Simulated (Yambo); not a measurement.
# WS2 (R3m) in Yambo: notebook, part 2 of 3

Yambo 5.3.0.

### 4 Optical spectrum, PBEsol

optics2.in reads:

```
optics
chi
tddft
Chimod= "ALDA"
% BndsRnXd
 1 | 33 |
%
NGsBlkXd= 3 Ry
% LongDrXd
 1 | 0 | 0 |
%
% QpntsRXd
 1 | 1 |
%
% EnRngeXd
 0 | 30 | eV
%
% DmRngeXd
 0.05 | 0.05 | eV
%
ETStpsXd= 300
FxcGRLc= 3 Ry
VXCRLvcs= 3 Ry
```

scf.in reads:

```
&CONTROL
  calculation = 'scf'
  prefix = 'pwscf'
  outdir = './tmp'
  pseudo_dir = './pseudo'
/
&SYSTEM
  ibrav = 0
  A = 6.42736331
  nat = 3
  ntyp = 2
  ecutwfc = 74
  nbnd = 20
  occupations = 'smearing'
  smearing = 'fd'
  degauss = 0.00367493
  force_symmorphic = .true.
/
&ELECTRONS
  conv_thr = 6d-10
  electron_maxstep = 120
  mixing_beta = 0.5
/
ATOMIC_SPECIES
W    183.8400 W.upf
S     32.0600 S.upf
CELL_PARAMETERS alat
   0.2456683906    0.1418367114    0.9589209503
  -0.2456683906    0.1418367114    0.9589209503
   0.0000000000   -0.2836734229    0.9589209503
ATOMIC_POSITIONS alat
W      0.0000000000    0.0000000000    0.0000000000
S      0.0000000000    0.0000000000    1.6713992164
S      0.0000000000    0.0000000000    2.1584351671
K_POINTS automatic
10 10 10 0 0 0
```

nscf.in reads:

```
&CONTROL
  calculation = 'nscf'
  prefix = 'pwscf'
  outdir = './tmp'
  pseudo_dir = './pseudo'
/
&SYSTEM
  ibrav = 0
  A = 6.42736331
  nat = 3
  ntyp = 2
  ecutwfc = 74
  nbnd = 33
  occupations = 'fixed'
  force_symmorphic = .true.
/
&ELECTRONS
  conv_thr = 1d-08
  diago_full_acc = .true.
  diago_thr_init = 1d-06
/
ATOMIC_SPECIES
W    183.8400 W.upf
S     32.0600 S.upf
CELL_PARAMETERS alat
   0.2456683906    0.1418367114    0.9589209503
  -0.2456683906    0.1418367114    0.9589209503
   0.0000000000   -0.2836734229    0.9589209503
ATOMIC_POSITIONS alat
W      0.0000000000    0.0000000000    0.0000000000
S      0.0000000000    0.0000000000    1.6713992164
S      0.0000000000    0.0000000000    2.1584351671
K_POINTS automatic
8 8 8 0 0 0
```

Potentials or basis: PseudoDojo 0.4.1 SR PBEsol standard.

The run is started by

```
> OMP_NUM_THREADS=1 pw.x -in scf.in > scf.out
> OMP_NUM_THREADS=1 pw.x -in nscf.in > nscf.out
> cd tmp/pwscf.save; p2y; mv SAVE ../..; cd ../..
> OMP_NUM_THREADS=1 yambo
> OMP_NUM_THREADS=1 yambo -F optics2.in -J optics2 -C optics2_out
```

Yambo's report:

```text
[... sections 02.01 to 02.04 as in the set-up run ...]

  [02.05] Energies & Occupations
  ==============================

  [X] === General ===
  [X] Electronic Temperature                        :  0.000000  0.000000 [eV K]
  [X] Bosonic    Temperature                        :  0.000000  0.000000 [eV K]
  [X] Finite Temperature mode                       : no
  [X] El. density                                   :  0.48843E+24 [cm-3]
  [X] Fermi Level                                   :  11.65360 [eV]

  [X] === Gaps and Widths ===
  [X] Conduction Band Min                           :  1.124230 [eV]
  [X] Valence Band Max                              :  0.000000 [eV]
  [X] Filled Bands                                  :  13
  [X] Empty Bands                                   :   14   33
  [X] Direct Gap                                    :  2.289625 [eV]
  [X] Direct Gap localized at k                     :   65
  [X] Indirect Gap                                  :  1.124230 [eV]
  [X] Indirect Gap between kpts                     :   65   11
  [X] Last valence band width                       :  1.999283 [eV]
  [X] 1st conduction band width                     :  1.165395 [eV]

 [03] Transferred momenta grid and indexing
 ==========================================

 IBZ Q-points                                      :   65
 BZ  Q-points                                      :   512

 K/Q-points units:
 rlu = crystal or reduced units; cc = cartesian coordinates; iku = interal k-units

 Q [ 1]         [rlu]:  0.000000  0.000000  0.000000
 Q [ 2]         [rlu]: -0.42231E-16 -0.42231E-16  0.12500
 Q [ 3]         [rlu]: -0.71599E-16 -0.71599E-16  0.25000
 Q [ 4]         [rlu]: -0.61872E-16 -0.61872E-16  0.37500
 Q [ 5]         [rlu]:  0.16892E-15  0.16892E-15 -0.50000
 Q [ 6]         [rlu]: -0.32485E-16  0.12500      0.12500
 Q [ 7]         [rlu]: -0.50513E-16  0.12500      0.25000
 Q [ 8]         [rlu]: -0.10408E-15  0.12500      0.37500
 Q [ 9]         [rlu]:  0.10941E-15  0.12500      0.50000
 Q [10]         [rlu]:  0.40308E-16  0.12500     -0.37500
 Q [11]         [rlu]:  0.47158E-16  0.12500     -0.25000
 Q [12]         [rlu]:  0.32448E-16  0.12500     -0.12500
 Q [13]         [rlu]: -0.64970E-16  0.25000      0.25000
 Q [14]         [rlu]: -0.10669E-15  0.25000      0.37500
 Q [15]         [rlu]:  0.10071E-15  0.25000      0.50000
[... 33 lines left out ...]
 Q [49]         [rlu]:  0.250000  0.250000  0.500000
 Q [50]         [rlu]:  0.250000  0.250000  0.625000

 Remaining 15 points informations can be written running with -fatlog

 [04] Dipoles
 ============

  [04.01] Setup: observables and procedures
  =========================================

  [WARNING] [x,Vnl] slows the Dipoles computation. To neglect it rename the ns.kb_pp file
  [WF-Oscillators/G space/Transverse up loader] Normalization (few states)  min/max  :  0.34694E-17   1.0000

  [WR./optics2//ndb.dipoles]------------------------------------------------------
   Brillouin Zone Q/K grids (IBZ/BZ)                :    65   512    65   512
   RL vectors                                       :   5297 [WF]
   Fragmentation                                    : yes
   Electronic Temperature                           :  0.000000 [K]
   Bosonic    Temperature                           :  0.000000 [K]
   DIP band range                                   :    1   33
   DIP band range limits                            :  13  14
   DIP e/h energy range                             : -1.000000 -1.000000 [eV]
   RL vectors in the sum                            :   5297
   [r,Vnl] included                                 : yes
   Bands ordered                                    : yes
   Direct v evaluation                              : no
   Approach used                                    : G-space v
   Dipoles computed                                 : R V P [G-space]
   Wavefunctions                                    : Perdew, Burke & Ernzerhof SOL(X)+Perdew, Burke & Ernzerhof SOL(C)

  [WARNING] [r,Vnl^pseudo] included in position and velocity dipoles.

  [WARNING] In case H contains other non local terms, these are neglected

 [05] Optics
 ===========

 [xc] Functional : Perdew, Burke & Ernzerhof SOL(X)+Perdew, Burke & Ernzerhof SOL(C)
 [xc] LIBXC used to calculate xc functional
  PP Number of Atomic Species                      :  2
  NLCC RL compoments                               :  30897
 [X-CG] R(p) Tot o/o(of R):   14910  133120     100
```

Run time: 13 min. Hardware: 1 thread of Arm Neoverse V2, shared host; peak memory 2 GiB.

What came out:

| Item | Value |
| --- | --- |
| Band gap on the k mesh, mean-field level | 1.12 eV, indirect (least direct gap 2.29 eV) |
| Electronic dielectric constant along the field | 14.19 |
| Electronic dielectric constant along the field, independent particles | 14.69 |
| Peak of the energy-loss function | 24.9 eV |

Dielectric function (along the field direction of the input):
| energy (eV) | real part | imaginary part |
| --- | --- | --- |
| 0.30 | 14.28 | 0.17 |
| 0.90 | 15.10 | 0.22 |
| 1.61 | 18.02 | 0.44 |
| 2.31 | 35.42 | 21.62 |
| 3.01 | 9.23 | 15.91 |
| 3.61 | 4.20 | 12.02 |
| 4.31 | 1.91 | 12.78 |
| 5.02 | 0.61 | 12.04 |
| 5.72 | -2.22 | 8.82 |
| 6.32 | -2.82 | 8.47 |
| 7.02 | -3.08 | 7.96 |
| 7.73 | -3.02 | 6.34 |
| 8.43 | -2.49 | 4.11 |
| 9.03 | 0.78 | 5.25 |
| 9.73 | -0.19 | 2.76 |
| 10.43 | -1.73 | 2.94 |
| 11.14 | -0.95 | 3.92 |
| 11.74 | -1.15 | 2.32 |
| 12.44 | -1.43 | 2.68 |
| 13.14 | -1.60 | 2.55 |
| 13.85 | -1.02 | 2.04 |
| 14.45 | -1.36 | 1.82 |
| 15.15 | -1.27 | 1.22 |
| 15.85 | -0.83 | 1.23 |
| 16.56 | -0.85 | 1.23 |
| 17.16 | -0.75 | 0.96 |
| 17.86 | -0.65 | 1.07 |
| 18.56 | -0.74 | 1.00 |
| 19.26 | -0.65 | 0.72 |
| 19.97 | -0.32 | 0.59 |

Energy-loss function:
```csv
energy (eV),loss
0.0,0.001
1.3,0.001
2.6,0.022
3.9,0.050
5.2,0.060
6.5,0.155
7.8,0.145
9.1,0.168
10.4,0.252
11.7,0.347
13.0,0.278
14.3,0.381
15.7,0.568
17.0,0.622
18.3,0.789
19.6,0.963
20.9,1.518
22.2,2.356
23.5,2.811
24.8,4.314
26.1,2.024
27.4,0.719
28.7,0.169
30.0,0.049
```

Caveat: the LDA kernel is used on GGA states, which is inconsistent by a few percent; this k mesh misses the band edges, so its gaps are larger than the crystal's; spectra need much finer meshes, so this one isn't converged; these spectra lack excitons; spin-orbit coupling is left out, which moves the levels of the heavy elements.

### 5 Optical spectrum, PBEsol

optics3.in reads:

```
optics
chi
Chimod= "IP"
% BndsRnXd
 1 | 33 |
%
% LongDrXd
 1 | 1 | 0 |
%
% QpntsRXd
 1 | 1 |
%
% EnRngeXd
 0 | 30 | eV
%
% DmRngeXd
 0.1 | 0.1 | eV
%
ETStpsXd= 200
```

scf.in is that of step 4.

nscf.in is that of step 4.

Potentials or basis: PseudoDojo 0.4.1 SR PBEsol standard.

The run is started by

```
> OMP_NUM_THREADS=1 pw.x -in scf.in > scf.out
> OMP_NUM_THREADS=1 pw.x -in nscf.in > nscf.out
> cd tmp/pwscf.save; p2y; mv SAVE ../..; cd ../..
> OMP_NUM_THREADS=1 yambo
> OMP_NUM_THREADS=1 yambo -F optics3.in -J optics3 -C optics3_out
```

Yambo's report:

```text
[... sections 02.01 to 02.04 as in the set-up run ...]

  [02.05] Energies & Occupations
  ==============================

  [X] === General ===
  [X] Electronic Temperature                        :  0.000000  0.000000 [eV K]
  [X] Bosonic    Temperature                        :  0.000000  0.000000 [eV K]
  [X] Finite Temperature mode                       : no
  [X] El. density                                   :  0.48843E+24 [cm-3]
  [X] Fermi Level                                   :  11.65360 [eV]

  [X] === Gaps and Widths ===
  [X] Conduction Band Min                           :  1.124230 [eV]
  [X] Valence Band Max                              :  0.000000 [eV]
  [X] Filled Bands                                  :  13
  [X] Empty Bands                                   :   14   33
  [X] Direct Gap                                    :  2.289625 [eV]
  [X] Direct Gap localized at k                     :   65
  [X] Indirect Gap                                  :  1.124230 [eV]
  [X] Indirect Gap between kpts                     :   65   11
  [X] Last valence band width                       :  1.999283 [eV]
  [X] 1st conduction band width                     :  1.165395 [eV]

 [03] Transferred momenta grid and indexing
 ==========================================

 IBZ Q-points                                      :   65
 BZ  Q-points                                      :   512

 K/Q-points units:
 rlu = crystal or reduced units; cc = cartesian coordinates; iku = interal k-units

 Q [ 1]         [rlu]:  0.000000  0.000000  0.000000
 Q [ 2]         [rlu]: -0.42231E-16 -0.42231E-16  0.12500
 Q [ 3]         [rlu]: -0.71599E-16 -0.71599E-16  0.25000
 Q [ 4]         [rlu]: -0.61872E-16 -0.61872E-16  0.37500
 Q [ 5]         [rlu]:  0.16892E-15  0.16892E-15 -0.50000
 Q [ 6]         [rlu]: -0.32485E-16  0.12500      0.12500
 Q [ 7]         [rlu]: -0.50513E-16  0.12500      0.25000
 Q [ 8]         [rlu]: -0.10408E-15  0.12500      0.37500
 Q [ 9]         [rlu]:  0.10941E-15  0.12500      0.50000
 Q [10]         [rlu]:  0.40308E-16  0.12500     -0.37500
 Q [11]         [rlu]:  0.47158E-16  0.12500     -0.25000
 Q [12]         [rlu]:  0.32448E-16  0.12500     -0.12500
 Q [13]         [rlu]: -0.64970E-16  0.25000      0.25000
 Q [14]         [rlu]: -0.10669E-15  0.25000      0.37500
 Q [15]         [rlu]:  0.10071E-15  0.25000      0.50000
[... 33 lines left out ...]
 Q [49]         [rlu]:  0.250000  0.250000  0.500000
 Q [50]         [rlu]:  0.250000  0.250000  0.625000

 Remaining 15 points informations can be written running with -fatlog

 [04] Dipoles
 ============

  [04.01] Setup: observables and procedures
  =========================================

  [WARNING] [x,Vnl] slows the Dipoles computation. To neglect it rename the ns.kb_pp file
  [WF-Oscillators/G space/Transverse up loader] Normalization (few states)  min/max  :  0.34694E-17   1.0000

  [WR./optics3//ndb.dipoles]------------------------------------------------------
   Brillouin Zone Q/K grids (IBZ/BZ)                :    65   512    65   512
   RL vectors                                       :   5297 [WF]
   Fragmentation                                    : yes
   Electronic Temperature                           :  0.000000 [K]
   Bosonic    Temperature                           :  0.000000 [K]
   DIP band range                                   :    1   33
   DIP band range limits                            :  13  14
   DIP e/h energy range                             : -1.000000 -1.000000 [eV]
   RL vectors in the sum                            :   5297
   [r,Vnl] included                                 : yes
   Bands ordered                                    : yes
   Direct v evaluation                              : no
   Approach used                                    : G-space v
   Dipoles computed                                 : R V P [G-space]
   Wavefunctions                                    : Perdew, Burke & Ernzerhof SOL(X)+Perdew, Burke & Ernzerhof SOL(C)

  [WARNING] [r,Vnl^pseudo] included in position and velocity dipoles.

  [WARNING] In case H contains other non local terms, these are neglected

 [05] Optics
 ===========

 [X-CG] R(p) Tot o/o(of R):   14910  133120     100
```

o-optics3.eps_q1_ip:

```text
# Absorption @ Q(1):  0.707106781     0.707106781      0.00000000    [q->0 direction]
#
# [ X ] Hartree size                              :  1
# [GEN] GF Energies                               : Perdew, Burke & Ernzerhof SOL(X)+Perdew, Burke & Ernzerhof SOL(C)
# [GEN] Green`s Function                          : T-ordered
#
# [GEN] Gauge                                     : Length
# [GEN] [r,Vnl] included                          : yes
#
#    E[1] [eV]          Im(eps)            Re(eps)
#
        0.000000           0.353413           14.67697
        0.150754           0.355858           14.70123
        0.301508           0.363342           14.77478
        0.452261           0.376333           14.90006
        0.603015           0.395695           15.08141
        0.753769           0.422827           15.32554
[... 192 lines left out ...]
        29.84925           0.018273           0.526064
        30.00000           0.020029           0.535195
#
```

It took 12 min on 1 thread of Arm Neoverse V2, shared host; peak memory 0.26 GiB.

Results:

```
Band gap on the k mesh, mean-field level       : 1.12 eV, indirect (least direct gap 2.29 eV)
Electronic dielectric constant along the field : 14.68
```

Dielectric function (along the field direction of the input):
```
energy (eV)  real part  imaginary part
       0.30      14.77            0.36
       0.90      15.64            0.46
       1.51      18.06            0.82
       2.26      30.90           14.70
       2.86      13.03           18.78
       3.62       4.90           12.50
       4.22       2.18           14.68
       4.97       0.69           14.19
       5.58      -1.37           12.42
       6.33      -2.04            8.42
       6.93      -1.82            8.90
       7.69      -2.18            6.28
       8.29      -1.93            4.79
       9.05       0.54            5.38
       9.65      -0.65            3.39
      10.40      -1.38            3.97
      11.01      -0.91            4.31
      11.76      -1.21            3.27
      12.36      -1.85            3.26
      13.12      -1.89            2.85
      13.72      -1.66            2.11
      14.47      -1.82            1.88
      15.08      -1.51            1.40
      15.83      -1.24            1.41
      16.43      -1.35            1.16
      17.19      -1.10            0.93
      17.79      -1.08            0.67
      18.54      -0.86            0.43
      19.15      -0.66            0.40
      19.90      -0.44            0.35
```

Energy-loss function:
```
energy (eV)   loss
        0.0  0.002
        1.4  0.002
        2.6  0.024
        3.9  0.052
        5.3  0.075
        6.5  0.136
        7.8  0.156
        9.2  0.158
       10.4  0.225
       11.8  0.269
       13.1  0.244
       14.3  0.281
       15.7  0.409
       16.9  0.411
       18.2  0.461
       19.6  0.890
       20.8  1.708
       22.2  3.877
       23.5  7.910
       24.7  3.439
       26.1  0.876
       27.4  0.327
       28.6  0.132
       30.0  0.070
```

Caveat: this k mesh misses the band edges, so its gaps are larger than the crystal's; spectra need much finer meshes, so this one isn't converged; independent-particle spectra lack excitons; spin-orbit coupling is left out, which moves the levels of the heavy elements.

(Continued in part 3 of 3.)
